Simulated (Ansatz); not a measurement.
# Li (Im-3m) in Ansatz: a series of runs

One crystal, Li, is run at these levels: PBE; tasks: single point, equation of state.

All numbers are computed with Ansatz 0.2.0; they aren't measurements. Logs are shortened: lines on timing, memory, paths and dates and some standing lists are left out, and cuts for length are marked.

### 1 The crystal as given

The structure is cubic, space group Im-3m (No. 229). The conventional cell has a = 3.509 Å, b = 3.509 Å, c = 3.509 Å, α = 90.00°, β = 90.00°, γ = 90.00°. Around Li (site symmetry m-3m) lie 8 Li at 3.04 Å.

### 2 Single point, PBE, 20.31 Å³/atom (volume scaled by 0.94)

The input, input.yaml:

```yaml
crystal:
  lattice:
    - [-1.7188307657, 1.7188307657, 1.7188307657]
    - [1.7188307657, -1.7188307657, 1.7188307657]
    - [1.7188307657, 1.7188307657, -1.7188307657]
  atoms:
    - { symbol: Li, position: [0.0, 0.0, 0.0] }
hamiltonian:
  xc: pbe
  pseudopotentials: { kind: nc }
kpoints:
  mp_grid: { grid: [11, 11, 11] }
scf:
  occupations: { method: fermi_dirac, width: 0.05 }
output:
  forces: true
  stress: true
  eigenvalues: true
```

Potentials or basis: Ansatz NC.

The run is started by

```console
$ ansatz run input.yaml --threads 2 --pin off --max-ram 5632MiB --backend cpu --events-out ev --progress --plain --runs-dir out
```

What it wrote:

```text
Warning: RAYON_NUM_THREADS=2 ignored (pool sized by the plan → 2); use --threads N
Engine: ansatz 0.2.0, aarch64-unknown-linux-gnu
Pseudopotentials: kind: nc
Pseudopotential: Li, nc, valence charge 3, recommended cutoff 1034.032677 eV (normal), Li.nc.azcp
Functional definition: PBE
  parameter kappa = 0.804
  parameter beta = 0.06672455060314922
  exchange = pbe_x(kappa = kappa, mu = beta*pi^2/3)
  correlation = pbe_c(beta = beta)
Crystal: 1 atoms, lattice volume = 20.312 Å³
Basis set: ecut = 1034.032677 eV, 1505 PW (Γ), exchange–correlation on 64×64×64 points (8 copies of the dense FFT grid, shifted against one another)
Bands: 6, of which v1, the nominal top of the filled ones, is band 2 counted from 1 (1 counted from 0)
Symmetry: 48 space group operations
Space group: Im-3m (ITA 229), of the structure as read, at distance tolerance 2.7e-5 Å
k-points: 56 of 1331
Non-local potential: Li, projectors of the file, l = 0: 2, l = 1: 2
Initial density: superposition of atomic densities (chi_scale 0.1, normalization cell)
Initial wavefunctions: pseudopotential atomic-orbital guess
Functional: x = pbe(κ = 0.804, μ = 0.2195149727645171), c = pbe(β = 0.06672455060314922)
SCF iter   1: F=—  HF=-196.882964 eV  |F-HF|=—  |Δ(HF+E_count)|=         —  Δρ=4.75e-3  dr2=4.05e-3  ethr=3.10e-3  ⟨swp⟩=5.4  Hψ=3209  notcnv=0
preconditioner: auto → none  [insulator: Δε(μ)=0.183 eV  Ē_g=10.667 eV  σ=0.050 eV  W_gap=0.51  n_scr=0 (ndim 8)  ℏωp=8.2 eV  f_vac=0.000  D(μ)=0.48/eV (n_scr^D=0)  ε∞_Penn≈1.6]
SCF iter   2: F=—  HF=-196.881631 eV  |F-HF|=—  |Δ(HF+E_count)|=   1.33e-3  Δρ=1.94e-3  dr2=8.45e-4  ethr=1.35e-4  ⟨swp⟩=1.5  Hψ=840  notcnv=0  defer=4
SCF iter   3: F=—  HF=-196.881344 eV  |F-HF|=—  |Δ(HF+E_count)|=   2.87e-4  Δρ=2.37e-4  dr2=2.51e-6  ethr=2.82e-5  ⟨swp⟩=2.0  Hψ=384  notcnv=0  defer=6
SCF iter   4: F=—  HF=-196.881336 eV  |F-HF|=—  |Δ(HF+E_count)|=   8.69e-6  Δρ=2.22e-5  dr2=1.55e-8  ethr=3.33e-9  ⟨swp⟩=6.7  Hψ=2017  notcnv=0
SCF iter   5: F=-196.881336 eV  HF=-196.881336 eV  |F-HF|=1.60e-10  |Δ(HF+E_count)|=   3.76e-9  Δρ=2.69e-6  dr2=1.72e-10  ethr=5.16e-10  ⟨swp⟩=2.0  Hψ=897  notcnv=0
SCF 1 converged in 5 iterations: F = -196.881336 eV  dr2 = 1.72e-10
SCF converged after 5 iterations
Free energy (F): -196.881336 eV
Harris-Foulkes:  -196.881336 eV  (|F-HF|=1.60e-10)
Internal energy: -196.877617 eV  (E = F + TS)
E sigma→0 (E₀):  -196.879476 eV
Entropy (-TS):   -0.003719 eV (-3.719 meV/atom)
Fermi energy:    0.949966 eV
--- Per-component energies (eV) ---
  E_band       = -91.574593
  E_kinetic    = 145.544492
  E_local      = -139.761748  (includes V_loc(G=0)·N_el)
  E_nonlocal   = -137.965718
  E_hartree    = 49.808174
  E_xc         = -45.904871
  E_vxc        = -59.007975  (∫ρ·V_xc dr)
  E_ewald      = -68.597946
  E_smearing   = -0.003719  (= −TS)
  E_closure    = -0.000000  (closes the sum)
  Σ components = -196.881336   (vs F -196.881336, Δ=0.00e0)
--- Forces (eV/Å), atoms counted from 1 ---
  atom   1  Li    -0.00000000    -0.00000000    -0.00000000
  max |Σ_I F_I| component: 5.14e-34 eV/Å
--- Stress (GPa, compression-positive) ---
       -0.042738       0.000000       0.000000
        0.000000      -0.042738      -0.000000
       -0.000000       0.000000      -0.042738
  P = ⅓ Tr σ = -0.0427 GPa (-0.427 kbar)
--- Band table (eV; the first three rows and the last of 56) ---
  k-point 0: bands = ["-45.5777", "-2.6343", "15.5218", "15.5218", "15.5218", "20.2908"]
  k-point 1: bands = ["-45.5762", "-2.4778", "14.4548", "14.8040", "15.2510", "18.5570"]
  k-point 2: bands = ["-45.5721", "-2.0076", "11.7908", "13.5603", "14.5533", "17.1051"]
  k-point 55: bands = ["-45.5460", "5.4520", "6.5513", "6.5513", "8.8052", "9.8383"]
```

Run time: 1.2 s. Hardware: 2 threads of Arm Neoverse N1, shared host; peak memory 0.22 GiB.

Results:

```
Free energy            : -196.8813 eV
Pressure               : 0.0 GPa
Band gap on the k mesh : none (metal or under the smearing width)
```

### 3 Single point, PBE, 20.74 Å³/atom (volume scaled by 0.96)

The input, input.yaml:

```yaml
crystal:
  lattice:
    - [-1.7309356065, 1.7309356065, 1.7309356065]
    - [1.7309356065, -1.7309356065, 1.7309356065]
    - [1.7309356065, 1.7309356065, -1.7309356065]
  atoms:
    - { symbol: Li, position: [0.0, 0.0, 0.0] }
hamiltonian:
  xc: pbe
  pseudopotentials: { kind: nc }
kpoints:
  mp_grid: { grid: [11, 11, 11] }
scf:
  occupations: { method: fermi_dirac, width: 0.05 }
output:
  forces: true
  stress: true
  eigenvalues: true
  write_density: true
  write_potential: true
  elf: true
  volumetric_format: npy
```

Potentials or basis: Ansatz NC.

The run is started by

```console
$ ansatz run input.yaml --threads 2 --pin off --max-ram 5632MiB --backend cpu --events-out ev --progress --plain --runs-dir out
```

It took 1.8 s on 2 threads of Arm Neoverse N1, shared host; peak memory 0.23 GiB.

The run converged. Its results:

| Quantity | Value |
| --- | --- |
| Free energy | -196.8808 eV |
| Pressure | -0.3 GPa |
| Band gap on the k mesh | none (metal or under the smearing width) |

### 4 Single point, PBE, 21.18 Å³/atom (volume scaled by 0.98)

The input, input.yaml:

```yaml
crystal:
  lattice:
    - [-1.7428734707, 1.7428734707, 1.7428734707]
    - [1.7428734707, -1.7428734707, 1.7428734707]
    - [1.7428734707, 1.7428734707, -1.7428734707]
  atoms:
    - { symbol: Li, position: [0.0, 0.0, 0.0] }
hamiltonian:
  xc: pbe
  pseudopotentials: { kind: nc }
kpoints:
  mp_grid: { grid: [11, 11, 11] }
scf:
  occupations: { method: fermi_dirac, width: 0.05 }
output:
  forces: true
  stress: true
  eigenvalues: true
```

The run is started by

```console
$ ansatz run input.yaml --threads 2 --pin off --max-ram 5632MiB --backend cpu --events-out ev --progress --plain --runs-dir out
```

Wall time 1.3 s (2 threads of Arm Neoverse N1, shared host); peak memory 0.23 GiB.

The run converged. Its results:

```yaml
Free_energy: -196.8796 eV
Pressure: -0.6 GPa
Band_gap_on_the_k_mesh: none (metal or under the smearing width)
```

### 5 Single point, PBE, 21.61 Å³/atom

The input, input.yaml:

```yaml
crystal:
  lattice:
    - [-1.75465, 1.75465, 1.75465]
    - [1.75465, -1.75465, 1.75465]
    - [1.75465, 1.75465, -1.75465]
  atoms:
    - { symbol: Li, position: [0.0, 0.0, 0.0] }
hamiltonian:
  xc: pbe
  pseudopotentials: { kind: nc }
kpoints:
  mp_grid: { grid: [11, 11, 11] }
scf:
  occupations: { method: fermi_dirac, width: 0.05 }
output:
  forces: true
  stress: true
  eigenvalues: true
  write_density: true
  write_potential: true
  elf: true
  volumetric_format: npy
```

The run is started by

```console
$ ansatz run input.yaml --threads 2 --pin off --max-ram 5632MiB --backend cpu --events-out ev --progress --plain --runs-dir out
```

Run time: 1.8 s. Hardware: 2 threads of Arm Neoverse N1, shared host; peak memory 0.23 GiB.

The run converged. Its results:

```
Free energy            : -196.8777 eV
Pressure               : -0.8 GPa
Band gap on the k mesh : none (metal or under the smearing width)
```

### 6 Single point, PBE, 22.04 Å³/atom (volume scaled by 1.02)

The input, input.yaml:

```yaml
crystal:
  lattice:
    - [-1.7662705373, 1.7662705373, 1.7662705373]
    - [1.7662705373, -1.7662705373, 1.7662705373]
    - [1.7662705373, 1.7662705373, -1.7662705373]
  atoms:
    - { symbol: Li, position: [0.0, 0.0, 0.0] }
hamiltonian:
  xc: pbe
  pseudopotentials: { kind: nc }
kpoints:
  mp_grid: { grid: [11, 11, 11] }
scf:
  occupations: { method: fermi_dirac, width: 0.05 }
output:
  forces: true
  stress: true
  eigenvalues: true
```

Potentials or basis: Ansatz NC.

The run is started by

```console
$ ansatz run input.yaml --threads 2 --pin off --max-ram 5632MiB --backend cpu --events-out ev --progress --plain --runs-dir out
```

It took 1.4 s on 2 threads of Arm Neoverse N1, shared host; peak memory 0.23 GiB.

It converged, with:

| Item | Value |
| --- | --- |
| Free energy | -196.8753 eV |
| Pressure | -1.0 GPa |
| Band gap on the k mesh | none (metal or under the smearing width) |

### 7 Single point, PBE, 22.47 Å³/atom (volume scaled by 1.04)

The input, input.yaml:

```yaml
crystal:
  lattice:
    - [-1.7777401479, 1.7777401479, 1.7777401479]
    - [1.7777401479, -1.7777401479, 1.7777401479]
    - [1.7777401479, 1.7777401479, -1.7777401479]
  atoms:
    - { symbol: Li, position: [0.0, 0.0, 0.0] }
hamiltonian:
  xc: pbe
  pseudopotentials: { kind: nc }
kpoints:
  mp_grid: { grid: [11, 11, 11] }
scf:
  occupations: { method: fermi_dirac, width: 0.05 }
output:
  forces: true
  stress: true
  eigenvalues: true
  write_density: true
  write_potential: true
  elf: true
  volumetric_format: npy
```

The run is started by

```console
$ ansatz run input.yaml --threads 2 --pin off --max-ram 5632MiB --backend cpu --events-out ev --progress --plain --runs-dir out
```

Wall time 1.9 s (2 threads of Arm Neoverse N1, shared host); peak memory 0.24 GiB.

Results (log left out):

* Free energy: -196.8722 eV
* Pressure: -1.2 GPa
* Band gap on the k mesh: none (metal or under the smearing width)

### 8 Single point, PBE, 22.91 Å³/atom (volume scaled by 1.06)

The input, input.yaml:

```yaml
crystal:
  lattice:
    - [-1.7890636389, 1.7890636389, 1.7890636389]
    - [1.7890636389, -1.7890636389, 1.7890636389]
    - [1.7890636389, 1.7890636389, -1.7890636389]
  atoms:
    - { symbol: Li, position: [0.0, 0.0, 0.0] }
hamiltonian:
  xc: pbe
  pseudopotentials: { kind: nc }
kpoints:
  mp_grid: { grid: [11, 11, 11] }
scf:
  occupations: { method: fermi_dirac, width: 0.05 }
output:
  forces: true
  stress: true
  eigenvalues: true
```

The run is started by

```console
$ ansatz run input.yaml --threads 2 --pin off --max-ram 5632MiB --backend cpu --events-out ev --progress --plain --runs-dir out
```

It took 1.4 s on 2 threads of Arm Neoverse N1, shared host; peak memory 0.23 GiB.

Results (log left out):

```
Free energy            : -196.8687 eV
Pressure               : -1.4 GPa
Band gap on the k mesh : none (metal or under the smearing width)
```

### 9 Equation of state, PBE

Potentials or basis: Ansatz NC.

No new run: the results of the series are fitted here.

What came out:

```yaml
Equilibrium_volume: "20.25 Å³/atom (rough: see the caveat)"
Bulk_modulus: 13.9 GPa (rough)
```

Energy against volume, from the lowest point:
```
volume (Å³/atom)  energy (meV/atom)
          20.312               0.00
          20.744               0.50
          21.177               1.72
          21.609               3.59
          22.041               6.07
          22.473               9.10
          22.905              12.63
```

Caveat: the minimum lies outside the volumes run.
